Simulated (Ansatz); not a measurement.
# La2O3: the cost of one run

Computed with Ansatz 0.2.0 (DFT BLYP + D3(BJ), scalar-relativistic, plane waves, PAW, unless a step's input says otherwise).

3 further runs of the same task are left out: 1 that didn't finish, 2 set aside as unsound or not needed.

## 1. The system as given

It takes space group P-62m (No. 189, hexagonal). Conventional cell: a = 5.455 Å, b = 5.455 Å, c = 3.177 Å, α = 90.00°, β = 90.00°, γ = 120.00°. Around La (site symmetry -6) lie 6 O at 2.36 Å. Around O (site symmetry m2m) lie 4 La at 2.36 Å.

As a file:

```xyz
5
Lattice="5.4547 0.0000 0.0000 -2.7274 4.7239 0.0000 0.0000 0.0000 3.1768" Properties=species:S:1:pos:R:3 pbc="T T T"
La    0.0000    3.1493    1.5885
La    2.7274    1.5746    1.5883
O     0.9885    1.7122    0.0000
O     3.4777    0.0000    0.0000
O    -1.7388    3.0117    0.0000
```

At PBE, an earlier run found 22.37 GPa for this cell of 16.372 Å³/atom (8×8×4 mesh), mesh gap 1.54 eV. The cell is compressed at this level.

## 2. At the given cell

Input file input.yaml:

```yaml
crystal:
  lattice:
    - [5.4547073569, 0.0, 0.0]
    - [-2.7273536784, 4.7239151413, 0.0]
    - [0.0, 0.0, 3.1768259541]
  atoms:
    - { symbol: La, position: [0.3333333333, 0.6666666667, 0.500032437] }
    - { symbol: La, position: [0.6666666667, 0.3333333333, 0.499967563] }
    - { symbol: O, position: [0.3624482451, 0.3624482451, 0.0] }
    - { symbol: O, position: [0.6375517549, 0.0, 0.0] }
    - { symbol: O, position: [0.0, 0.6375517549, 0.0] }
basis:
  ecutwfc: 420
  ecutrho_ratio: 4
kpoints:
  mp_grid: { grid: [8, 8, 4] }
hamiltonian:
  xc: blyp
  dispersion: d3bj
scf:
  occupations: { method: gaussian, width: 0.05 }
output:
  forces: true
  stress: true
  eigenvalues: true
relax:
  f_tol: 0.02
  max_steps: 40
  cell: { stress_tol: 0.2, fix: [volume] }
```

Started as:

```sh
$ ansatz run input.yaml --threads 8 --pin off --max-ram 12288MiB --backend cpu --events-out ev --progress --plain --runs-dir out
```

What time and memory should one allow on 8 threads of Arm Neoverse V1, shared host?

About 9 s, with a peak of 0.48 GiB.
